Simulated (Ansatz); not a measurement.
# C: pressure and energy less free atoms against volume scale

All results are calculated (Ansatz 0.2.0). Periodic Kohn-Sham DFT of a crystal at fixed atoms, scaled to volume_scale times the given cell; pressure positive in compression, energy less spherical unpolarised free atoms, largest_vzz the field gradient of largest size among the nuclei.

The cell before it is scaled or strained (space group Fd-3m, No. 227):
```
CELL_PARAMETERS angstrom
0.00000 1.78340 1.78340
1.78340 0.00000 1.78340
1.78340 1.78340 0.00000
ATOMIC_POSITIONS crystal
C 0.50000 0.50000 0.50000
C 0.75000 0.75000 0.75000
```

Settings of every row: method all-electron LAPW; functional PBE; relativity scalar; k mesh 16x16x16; filling fermi-dirac; smearing width 0.03 eV; basis error target 0.25 meV/atom; nucleus gaussian.

Atom start moment: 0 on all atoms.

```csv
row,volume scale,V (Å³/atom),pressure (GPa),energy less free atoms (eV/atom)
1,0.9405,5.335,31.934,-9.0673
2,0.97,5.502,?,?
3,1,5.672,1.733,-9.1013
4,1.03,5.842,-10.583,-9.0964
5,1.06,6.012,-21.283,-9.0794
```

Question: what pressure and energy less free atoms should row 2 give?

Worked fit of pressure. Take u = (V_r/V)^(2/3) − 1 with V_r = 5.757 Å³ an atom, which is twice the finite (Eulerian) strain; such expansions in the strain, on which the Birch-Murnaghan equation of state is built, carry the rest volume and the bulk modulus. The shown rows have u = 0.05206, 0.00997, -0.00972, -0.02848. Least squares give pressure = −4.6474 + 625.949 × u + 1473.48 × u² GPa; a straight line predicts inner rows, each left out in turn, worse (root mean square 1.5 against 0.019 GPa). The rows lie off it by 0.001, -0.007, 0.009, -0.004 (root mean square 0.0061 GPa). The pressure vanishes at u = 0.0073, or V = 5.695 Å³ an atom, and there the bulk modulus at fixed shape and fractions is B = −V dP/dV = (2/3)(1 + u) dP/du = 435 GPa. The withheld row has u = 0.03066, so the fit gives −4.6474 + 625.949 × (0.03066) + 1473.48 × (0.03066)² = 15.929 GPa.

The calculation gave 15.907 GPa. The fit lies 0.022 GPa (0.041 % of the column's range) above it; its largest miss of a shown row is 0.009 GPa.

Worked fit of energy less free atoms. Take u = (V_r/V)^(2/3) − 1 with V_r = 5.757 Å³ an atom, which is twice the finite (Eulerian) strain; such expansions in the strain, on which the Birch-Murnaghan equation of state is built, carry the rest volume and the bulk modulus. The shown rows have u = 0.05206, 0.00997, -0.00972, -0.02848. Least squares give energy less free atoms = −9.10048 − 0.253 × u + 17.101 × u² eV/atom; a straight line predicts inner rows, each left out in turn, worse (root mean square 0.017 against 2.7e-06 eV/atom). All shown rows lie on it to the printed digit. Its lowest point lies at u = 0.0074, or V = 5.694 Å³ an atom, and the curvature there gives the bulk modulus at fixed shape and fractions, B = (4/9)(1 + u)² E″(u)/V = 434 GPa. The withheld row has u = 0.03066, so the fit gives −9.10048 − 0.253 × (0.03066) + 17.101 × (0.03066)² = -9.0922 eV/atom.

The calculation gave -9.0921 eV/atom. The fit lies 0.0001 eV/atom (0.29 % of the column's range) below it, one unit of the last digit.
